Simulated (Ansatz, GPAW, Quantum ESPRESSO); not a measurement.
# Simulated XPS, UPS and emission spectra of NaH

Aim: the valence spectrum of NaH from He I to hard X-rays, and which orbitals make each feature.

Main program and level: Ansatz 0.2.0, Quantum ESPRESSO 7.5 and GPAW 26.7.0; DFT, LDA, plane-wave PAW, default files, scalar-relativistic, in the first sound run; inputs show where later runs differ.

Report form: the programs' logs are mostly left out.

## (1) The structure

It takes space group Fm-3m (No. 225, cubic). Conventional cell: a = 4.880 Å, b = 4.880 Å, c = 4.880 Å, α = 90.00°, β = 90.00°, γ = 90.00°. Nearest to Na lie 6 H at 2.44 Å. H has 6 Na at 2.44 Å nearest. Farther neighbours are not listed.

## (2) The base run

First the ground state, then the DOS by atom and shell, which the cross sections turn into spectra. The DOS is taken on a denser mesh than the density.

File input.yaml:

```yaml
crystal:
  lattice:
    - [0.0, 2.44, 2.44]
    - [2.44, 0.0, 2.44]
    - [2.44, 2.44, 0.0]
  atoms:
    - { symbol: Na, position: [0.0, 0.0, 0.0] }
    - { symbol: H, position: [0.5, 0.5, 0.5] }
kpoints:
  mp_grid: { grid: [14, 14, 14] }
  band_path:
    path:
      - [[0.0, 0.0, 0.0], [0.5, 0.0, 0.5], [0.625, 0.25, 0.625]]
      - [[0.375, 0.375, 0.75], [0.0, 0.0, 0.0], [0.5, 0.5, 0.5], [0.5, 0.25, 0.75], [0.5, 0.0, 0.5]]
    npoints: 15
scf:
  occupations: { method: fermi_dirac, width: 0.05 }
  n_extra_bands: 8
hamiltonian:
  xc: lda
  pseudopotentials: { kind: paw }
output:
  forces: true
  stress: true
  dos:
    projected: true
    de: 0.05
    e_range: [-30, 12]
    nscf_kmesh: { grid: [24, 24, 24] }
  fatbands: true
```

On the command line:

```bash
$ ansatz run input.yaml --threads 4 --pin off --max-ram 12288MiB --backend cpu --events-out ev --progress --plain --runs-dir out
```

Run time: 2.7 s. Hardware: 4 threads of Intel Xeon Platinum 8488C (Sapphire Rapids), shared host; peak memory 0.38 GiB; 6.2 s of CPU time.

Numbers from this step:

```
free energy                                    : -1482.6576 eV
Fermi energy                                   : 2.300 eV
symmetry operations                            : 48
pressure                                       : -2.612 GPa
gap on the k-mesh                              : 3.374 eV
zero of energy                                 : valence-band maximum
share of occupied states in no projected shell : 0.0036 of the occupied states in the window
gap on the path                                : 3.365 eV
least direct gap on the path                   : 4.266 eV
valence top on path                            : 0.0097 eV
```

Electronic bands along the path, in eV, zero at the valence-band maximum; v1 is the highest filled band, c1 the lowest empty one:

```csv
point,v1,c1,c2
Γ,-3.69,10.14,14.99
0.47 of the way,-2.51,7.47,11.34
X,-0.17,4.26,9.58
0.47 of the way,-0.13,4.41,7.80
U,-0.11,4.94,5.92
jump to K,-0.11,4.94,5.92
0.53 of the way,-2.37,6.94,8.96
Γ,-3.69,10.14,14.99
0.47 of the way,-2.79,7.23,11.21
L,-0.89,3.37,10.39
0.47 of the way,-0.55,4.05,7.65
W,0.01,5.63,5.63
0.47 of the way,-0.07,4.64,7.23
X,-0.17,4.26,9.58
```

Of the projections kept (Na s, H s, not projected), the largest for each band there; the rest of the weight can lie on other orbitals:

```csv
point,v1,c1,c2
Γ,Na s 0.67,H s 0.66,not projected 1.00
X,H s 0.93,not projected 1.00,not projected 1.00
U,H s 0.97,not projected 1.00,Na s 0.65
K,H s 0.97,not projected 1.00,Na s 0.65
Γ,Na s 0.67,H s 0.66,not projected 1.00
L,H s 0.96,Na s 0.98,not projected 0.97
```

The DOS has structure finer than the step of the table below, so its rows give means over 2 eV, whole bins alone (the curve runs from -23.8 to 13.7 eV). Peaks (eV: height): total -22.2: 36.3; H 1s -0.1: 1.42; Na 3s -1.7: 0.167, 5.1: 0.726; Na 3p* 4.8: 0.583, 13.4: 1.11; Na 2p -22.2: 36.3.

* holds the states left over by the projection beside any projected weight of its own. Table of DOS by E, zero at the valence-band maximum; means over each step; values in states/eV/cell:

```csv
E (eV),total,H 1s,Na 3s,Na 3p*,Na 2p
-22,3.00,0.00267,0.00214,0,3.00
-20,0,0,0,0,0
-18,0,0,0,0,0
-16,0,0,0,0,0
-14,0,0,0,0,0
-12,0,0,0,0,0
-10,0,0,0,0,0
-8,0,0,0,0,0
-6,0,0,0,0,0
-4,0.0448,0.0169,0.0278,1.3e-4,0
-2,0.415,0.256,0.154,0.00462,0
0,0.540,0.489,0.0375,0.0139,0
2,0,0,0,0,0
4,0.477,0.0287,0.294,0.154,0
6,0.666,0.0910,0.240,0.335,0
8,0.609,0.0540,0.0905,0.464,0
10,0.691,0.0226,0.0694,0.599,0
12,0.799,0.00671,0.0370,0.755,0
```

Sums over each group's atoms; a table of it gives point samples, which can step over narrow peaks. The DOS of the group by E, zero at the valence-band maximum; values in states/eV:

```csv
E (eV),H2: H 1s,Na1: Na 3s,Na1: Na 2p
-23,0,0,0
-22,2.4e-4,3.0e-4,0
-21,0,0,0
-20,0,0,0
-19,0,0,0
-18,0,0,0
-17,0,0,0
-16,0,0,0
-15,0,0,0
-14,0,0,0
-13,0,0,0
-12,0,0,0
-11,0,0,0
-10,0,0,0
-9,0,0,0
-8,0,0,0
-7,0,0,0
-6,0,0,0
-5,0,0,0
-4,0,0,0
-3,0.0833,0.120,0
-2,0.217,0.164,0
-1,0.671,0.142,0
0,0.320,0.00529,0
1,0,0,0
2,0,0,0
3,0,0,0
4,0.0171,0.277,0
5,0.111,0.708,0
6,0.0896,0.190,0
7,0.0693,0.0899,0
8,0.0534,0.0882,0
9,0.0411,0.112,0
10,0.0220,0.0710,0
11,0.00657,0.0343,0
12,0.00589,0.0387,0
13,0.0113,0.0331,0
```

Simulated valence spectra by photon energy, shown to 13 eV, since a deeper line would dwarf them at some energies; the 100 % can be that line's tail at the edge; this run's widths, added to any smearing of the DOS itself: Gaussian 0.1 eV, Lorentzian 0.2 eV plus 0.08 an eV of depth. Intensity against binding energy, zero at the valence-band maximum; values in % of the maximum within 13 eV:

```csv
binding energy (eV),21.2 eV,40.8 eV,1486.7 eV,2984.3 eV,8047.8 eV
-1.0,2.38,3.62,13.8,9.09,5.24
-0.5,5.73,7.00,16.3,11.3,7.21
0.0,50.6,51.2,33.2,25.7,19.8
0.5,92.1,92.6,70.5,62.7,56.9
1.0,64.9,66.6,94.4,91.3,89.1
1.5,36.8,39.3,99.9,99.8,99.6
2.0,23.6,26.4,96.9,97.3,97.4
2.5,15.5,18.3,87.7,87.4,87.0
3.0,9.58,12.3,71.9,70.0,68.3
3.5,4.68,7.11,46.9,42.4,38.6
4.0,1.65,3.81,26.7,19.8,14.1
4.5,0.899,3.10,23.2,15.5,9.04
5.0,0.604,2.90,22.9,14.6,7.65
5.5,0.443,2.87,23.5,14.6,7.17
6.0,0.343,2.91,24.5,14.9,7.07
6.5,0.274,3.01,25.7,15.6,7.17
7.0,0.225,3.14,27.2,16.4,7.39
7.5,0.188,3.30,28.9,17.3,7.72
8.0,0.160,3.49,30.9,18.4,8.13
8.5,0.138,3.71,33.0,19.6,8.61
9.0,0.120,3.96,35.5,21.1,9.18
9.5,0.106,4.25,38.2,22.7,9.84
10.0,0.0938,4.58,41.3,24.5,10.6
10.5,0.0838,4.96,44.8,26.5,11.4
11.0,0.0753,5.39,48.8,28.9,12.4
11.5,-,5.88,53.4,31.6,13.6
12.0,-,6.45,58.6,34.6,14.9
12.5,-,7.10,64.7,38.2,16.4
```

Maxima picked by a test of local sharpness, so broad peaks and shoulders can be missing; peaks within 0.45 eV of a curve's cut are left out. Valence peaks, by row:

```csv
photon energy (eV),binding energy (eV),height (% of the maximum within 13 eV),main shell,its share (%)
21.2,0.2558,100,H 1s,99.65
40.8,22.26,690.3,Na 2p,99.97
40.8,0.2558,100,H 1s,97.44
1487,22.26,6325,Na 2p,99.99
1487,1.556,100,Na 3s,79.16
2984,22.26,3730,Na 2p,99.98
2984,1.606,100,Na 3s,87.65
8048,22.26,1590,Na 2p,99.94
8048,1.606,100,Na 3s,94.17
```

The spectra weight each projected shell by its atomic cross section (Dirac–Hartree–Slater) and angular factor, for unpolarised light with the analyser at 45° from the beam. Broadening, on top of any smearing of the DOS itself: a Gaussian of 0.1 eV and a Lorentzian of 0.2 eV plus 0.08 times the binding energy (full widths), Fermi edge at 77 K. Curves are cut 10 eV under the photon energy, above any shell that the free atom's threshold puts out of reach, or at the lower edge of the window: 11.2 eV at 21.2 eV, 23.9 eV at 40.8 eV, 23.9 eV at 1486.7 eV, 23.9 eV at 2984.3 eV and 23.9 eV at 8047.8 eV. A star in tables and legends marks shells that hold the states left over by the projection (0.4 % of the filled ones), a stand-in for orbitals that the files don't project on. Dipole terms alone, which is rough above 3 keV; no background, satellites or final-state effects.

How the area divides among the shells (%):

```csv
shell,21.2 eV,40.8 eV,1486.7 eV,2984.3 eV,8047.8 eV
Na 3s,1.5,0.3,1.2,2.3,5.6
Na 2p,0.0,92.5,98.6,97.5,94.2
H 1s,98.5,7.1,0.2,0.2,0.2
```

At this level the gap is 3.36 eV on the path.

## (3) With PBEsol

This step: DFT, PBEsol, plane-wave PAW, default files, scalar-relativistic (Ansatz 0.2.0).

The run is repeated with PBEsol on the same cell, to see how much the levels hang on the functional.

input.yaml: that of step 2 with these lines changed.

```diff
@@ -19,3 +19,3 @@
 hamiltonian:
-  xc: lda
+  xc: pbesol
   pseudopotentials: { kind: paw }
```

The job ended after 1.4 s (4 threads; peak memory 0.38 GiB).

Numbers from this step:

```yaml
free_energy: -1491.9046 eV
fermi_energy: 2.509 eV
pressure: -1.186 GPa
gap_on_the_k_mesh: 3.532 eV
share_of_occupied_states_in_no_projected_shell: 0.0033 of the occupied states in the window
gap_on_the_path: 3.522 eV
least_direct_gap_on_the_path: 4.405 eV
valence_top_on_path: 0.0092 eV
```

The electronic bands at the labelled points (eV, zero at the valence-band maximum; v1 is the highest filled band, c1 the lowest empty one):

```csv
point,v1,c1,c2
Γ,-3.62,10.17,15.17
0.47 of the way,-2.45,7.53,11.44
X,-0.17,4.37,9.67
0.47 of the way,-0.13,4.51,7.95
U,-0.11,5.05,6.08
jump to K,-0.11,5.05,6.08
0.53 of the way,-2.31,7.03,9.08
Γ,-3.62,10.17,15.17
0.47 of the way,-2.73,7.33,11.29
L,-0.87,3.53,10.44
0.47 of the way,-0.54,4.20,7.74
W,0.01,5.74,5.74
0.47 of the way,-0.07,4.75,7.34
X,-0.17,4.37,9.67
```

Of the projections kept (Na s, H s, not projected), the largest for each band there; the rest of the weight can lie on other orbitals:

```csv
point,v1,c1,c2
Γ,Na s 0.66,H s 0.65,not projected 1.00
X,H s 0.93,not projected 1.00,not projected 1.00
U,H s 0.97,not projected 1.00,Na s 0.64
K,H s 0.97,not projected 1.00,Na s 0.64
Γ,Na s 0.66,H s 0.65,not projected 1.00
L,H s 0.96,Na s 0.98,not projected 0.97
```

The DOS has structure finer than the step of the table below, so its rows give means over 2 eV, whole bins alone (the curve runs from -23.6 to 13.8 eV). Peaks (eV: height): total -22.1: 59.0; H 1s -0.2: 1.35; Na 3s -1.7: 0.165, 4.9: 0.718; Na 3p* 4.9: 0.600, 13.5: 1.11; Na 2p -22.1: 58.9.

* holds the states left over by the projection beside any projected weight of its own. The DOS by E, zero at the valence-band maximum; means over each step; values in states/eV/cell:

```csv
E (eV),total,H 1s,Na 3s,Na 3p*,Na 2p
-22,3.00,0.00264,0.00210,0,3.00
-20,0,0,0,0,0
-18,0,0,0,0,0
-16,0,0,0,0,0
-14,0,0,0,0,0
-12,0,0,0,0,0
-10,0,0,0,0,0
-8,0,0,0,0,0
-6,0,0,0,0,0
-4,0.0385,0.0147,0.0238,1.1e-4,0
-2,0.409,0.253,0.152,0.00427,0
0,0.552,0.502,0.0376,0.0132,0
2,0,0,0,0,0
4,0.395,0.0215,0.249,0.125,0
6,0.713,0.0919,0.281,0.341,0
8,0.599,0.0547,0.0861,0.459,0
10,0.677,0.0229,0.0773,0.577,0
12,0.773,0.00569,0.0378,0.730,0
```

The two runs compared:

```csv
quantity,this run,base run,difference
gap on the path (eV),3.5224,3.3646,0.158
least direct gap on the path (eV),4.4048,4.2656,0.139
gap on the k-mesh (eV),3.5316,3.3743,0.157
```

One result that differs is the gap on the path, 3.52 eV against 3.36 eV.

At this level the gap is 3.52 eV on the path.

## (4) The same cell in Quantum ESPRESSO

This step: DFT, LDA, plane waves, ultrasoft GBRV pseudopotentials, scalar-relativistic (Quantum ESPRESSO 7.5).

The main run's cell is run in Quantum ESPRESSO, with other potentials, to see which digits hang on the program.

File scf.in:

```
&control
  calculation = 'scf'
  prefix = 'pes'
  outdir = './tmp'
  pseudo_dir = './pp'
  tprnfor = .true.
  tstress = .true.
/
&system
  ibrav = 0
  nat = 2
  ntyp = 2
  ecutwfc = 40.0
  ecutrho = 200.0
  occupations = 'smearing'
  nbnd = 13
  smearing = 'fd'
  degauss = 0.00367
/
&electrons
  conv_thr = 1.2e-08
  mixing_beta = 0.5
  electron_maxstep = 120
/
ATOMIC_SPECIES
Na 22.9898 na_lda_v1.5.uspp.F.UPF
H 1.0080 h_lda_v1.4.uspp.F.UPF
CELL_PARAMETERS angstrom
 0.000000000 2.440000000 2.440000000
 2.440000000 0.000000000 2.440000000
 2.440000000 2.440000000 0.000000000
ATOMIC_POSITIONS crystal
Na 0.000000000 0.000000000 0.000000000
H 0.500000000 0.500000000 0.500000000
K_POINTS automatic
14 14 14 0 0 0
```

On the command line:

```bash
$ OMP_NUM_THREADS=1 mpirun -n 4 pw.x -nk 4 -in scf.in > scf.out
```

Run time: 4.2 s. Hardware: 4 MPI ranks.

Numbers from this step:

```yaml
free_energy: -1310.3682 eV
fermi_energy: 1.849 eV
pressure: -2.573 GPa
gap_on_the_k_mesh: 3.372 eV
```

At this level the gap is 3.37 eV on the k-mesh of the self-consistent run, which can miss the band edges.

## (5) Quantum ESPRESSO: denser mesh

The levels for the density of states are solved on the fixed potential, without another SCF cycle.

nscf.in, as its differences from scf.in of step 4:

```diff
@@ -1,3 +1,3 @@
 &control
-  calculation = 'scf'
+  calculation = 'nscf'
   prefix = 'pes'
@@ -5,4 +5,3 @@
   pseudo_dir = './pp'
-  tprnfor = .true.
-  tstress = .true.
+  verbosity = 'high'
 /
@@ -23,2 +22,3 @@
   electron_maxstep = 120
+  diago_full_acc = .true.
 /
@@ -35,2 +35,2 @@
 K_POINTS automatic
-14 14 14 0 0 0
+20 20 20 0 0 0
```

On the command line:

```bash
$ OMP_NUM_THREADS=1 mpirun -n 4 pw.x -nk 4 -in nscf.in > nscf.out
```

Elapsed: 6.9 s, on 4 MPI ranks.

## (6) Projected DOS and spectra

projwfc.x splits the states by atom and shell, which the spectra need, since each shell has its own cross section.

File projwfc.in:

```
&projwfc
  prefix = 'pes'
  outdir = './tmp'
  filpdos = 'pes'
  ngauss = 0
  degauss = 0.00735
  DeltaE = 0.05
  Emin = -28.15
  Emax = 13.85
/
```

On the command line:

```bash
$ OMP_NUM_THREADS=1 mpirun -n 4 projwfc.x -nk 4 -in projwfc.in > projwfc.out
```

Run time: 1.4 s. Hardware: 4 MPI ranks; 4 s of CPU time.

This step gave:

- gap from the DOS mesh: 3.362 eV
- share of occupied states in no projected shell: 0.003 of the occupied states in the window

The DOS has structure finer than the step of the table below, so its rows give means over 2 eV, whole bins alone (the curve runs from -24.1 to 13.5 eV). Peaks (eV: height): total -22.3: 28.4; H 1s -0.2: 1.26; Na 3s -1.5: 0.179, 4.8: 0.695, 9.1: 0.138; Na 3p* 10.0: 0.771, 10.7: 0.765, 11.4: 0.903, 11.9: 0.960; Na 2p -22.3: 28.4.

* holds the states left over by the projection beside any projected weight of its own. DOS against E, zero at the valence-band maximum; means over each step; values in states/eV/cell:

```csv
E (eV),total,H 1s,Na 3s,Na 3p*,Na 2p
-22,3.00,0.00278,0.00202,0,2.99
-20,0,0,0,0,0
-18,0,0,0,0,0
-16,0,0,0,0,0
-14,0,0,0,0,0
-12,0,0,0,0,0
-10,0,0,0,0,0
-8,0,0,0,0,0
-6,0,0,0,0,0
-4,0.0471,0.0180,0.0289,2.2e-4,0
-2,0.418,0.262,0.152,0.00439,0
0,0.535,0.488,0.0351,0.0117,0
2,0,0,0,0,0
4,0.483,0.0289,0.297,0.158,0
6,0.663,0.0906,0.238,0.335,0
8,0.608,0.0527,0.0924,0.463,0
10,0.697,0.0228,0.0713,0.603,0
12,0.801,0.00643,0.0375,0.757,0
```

Simulated valence spectra by photon energy, shown to 13 eV, since a deeper line would dwarf them at some energies; the 100 % can be that line's tail at the edge; this run's widths, added to any smearing of the DOS itself: Gaussian 0.35 eV, Lorentzian 0.05 eV plus 0.03 an eV of depth. The intensity by binding energy, zero at the valence-band maximum; values in % of the maximum within 13 eV:

```csv
binding energy (eV),21.2 eV,40.8 eV,100 eV,1486.7 eV,8047.8 eV
-1.0,0.631,0.911,5.08,4.16,1.38
-0.5,1.77,2.07,6.38,5.00,1.97
0.0,50.0,50.0,51.7,22.9,13.6
0.5,95.5,95.7,97.1,63.5,50.2
1.0,65.7,66.9,73.7,91.7,85.8
1.5,35.6,37.3,47.7,99.8,99.4
2.0,22.6,24.5,36.1,97.3,98.5
2.5,14.7,16.5,28.2,87.5,88.9
3.0,9.07,10.6,21.6,70.2,70.7
3.5,4.00,5.00,14.0,39.0,37.2
4.0,0.651,1.17,8.26,9.96,5.80
4.5,0.270,0.762,8.00,7.22,2.60
5.0,0.174,0.685,8.30,7.00,2.06
5.5,0.126,0.663,8.72,7.14,1.88
6.0,0.0965,0.664,9.21,7.41,1.82
6.5,0.0767,0.680,9.77,7.79,1.83
7.0,0.0627,0.704,10.4,8.23,1.87
7.5,0.0523,0.737,11.1,8.74,1.94
8.0,0.0443,0.778,11.9,9.32,2.04
8.5,0.0381,0.825,12.7,9.98,2.16
9.0,0.0331,0.880,13.7,10.7,2.29
9.5,0.0291,0.943,14.8,11.6,2.45
10.0,0.0258,1.02,16.0,12.5,2.64
10.5,0.0230,1.10,17.4,13.6,2.85
11.0,0.0206,1.19,19.0,14.8,3.10
11.5,-,1.30,20.7,16.2,3.38
12.0,-,1.43,22.8,17.8,3.70
12.5,-,1.58,25.2,19.6,4.08
```

Maxima picked by a test of local sharpness, so broad peaks and shoulders can be missing; peaks within 0.45 eV of a curve's cut are left out. Valence peaks, by row:

```csv
photon energy (eV),binding energy (eV),height (% of the maximum within 13 eV),main shell,its share (%)
21.2,0.3268,100,H 1s,99.7
40.8,22.28,991.3,Na 2p,99.95
40.8,0.3268,100,H 1s,98.67
100,22.28,16008,Na 2p,100
100,0.3768,100,H 1s,90.43
1487,22.28,12451,Na 2p,99.99
1487,1.577,100,Na 3s,88.84
8048,22.28,2567,Na 2p,99.92
8048,1.627,100,Na 3s,96.96
```

Spectra as before, but with a recipe of its own (widths, and in some runs the light), which changes peak heights and what is resolved: Gaussian 0.35 eV, Lorentzian 0.05 eV plus 0.03 times the binding energy, unpolarised light, analyser at 60°, Fermi edge at 300 K; some photon energies differ too.

## (7) Quantum ESPRESSO: bands

The bands are solved at chosen points on the fixed potential.

bands.in, as its differences from nscf.in of step 5:

```diff
@@ -1,3 +1,3 @@
 &control
-  calculation = 'nscf'
+  calculation = 'bands'
   prefix = 'pes'
@@ -34,3 +34,12 @@
 H 0.500000000 0.500000000 0.500000000
-K_POINTS automatic
-20 20 20 0 0 0
+K_POINTS crystal
+92
+ 0.00000000 0.00000000 0.00000000 1
+ 0.03333333 0.00000000 0.03333333 1
+ 0.06666667 0.00000000 0.06666667 1
+ 0.10000000 0.00000000 0.10000000 1
+ 0.13333333 0.00000000 0.13333333 1
+ 0.16666667 0.00000000 0.16666667 1
+ ! [... 84 more points ...]
+ 0.50000000 0.01666667 0.51666667 1
+ 0.50000000 0.00000000 0.50000000 1
```

On the command line:

```bash
$ OMP_NUM_THREADS=1 mpirun -n 4 pw.x -nk 4 -in bands.in > bands.out
```

Run time: 3.6 s. Hardware: 4 MPI ranks.

Numbers from this step:

```yaml
gap_on_the_path: 3.362 eV
least_direct_gap_on_the_path: 4.263 eV
valence_top_on_path: 0.01 eV
```

The electronic bands at the labelled points (eV, zero at the valence-band maximum; v1 is the highest filled band, c1 the lowest empty one):

```csv
point,v1,c1,c2
Γ,-3.69,10.14,14.99
0.53 of the way,-2.18,6.93,10.94
X,-0.17,4.25,9.58
0.47 of the way,-0.14,4.40,7.81
U,-0.11,4.94,5.92
jump to K,-0.11,4.94,5.92
0.53 of the way,-2.37,6.95,8.96
Γ,-3.69,10.14,14.99
0.47 of the way,-2.79,7.24,11.22
L,-0.89,3.37,10.41
0.47 of the way,-0.55,4.05,7.65
W,0.01,5.62,5.62
0.47 of the way,-0.07,4.64,7.23
X,-0.17,4.25,9.58
```

On this path the gap is indirect, 3.36 eV, with the valence top at W and the conduction bottom at L. The least direct gap is 4.26 eV.

[end of part 1 of 2]

[Logs are printed without paths, hosts, clocks, repeated set-up lines and the standing remarks that a program may print on its own settings, such as how far it seeks lower states.]

[Hosts, paths, dates, database ids (printed as entryN), source tags and the programs' standing remarks are cut or masked in the printed files.]

[Maps of the electrostatic potential energy from Ansatz leave out the sawtooth potential of an applied field or a dipole correction, so their vacuum need not be flat; work functions include it.]

[Peak lists hold at most the 14 tallest peaks of each spectrum; further lines can be left out.]
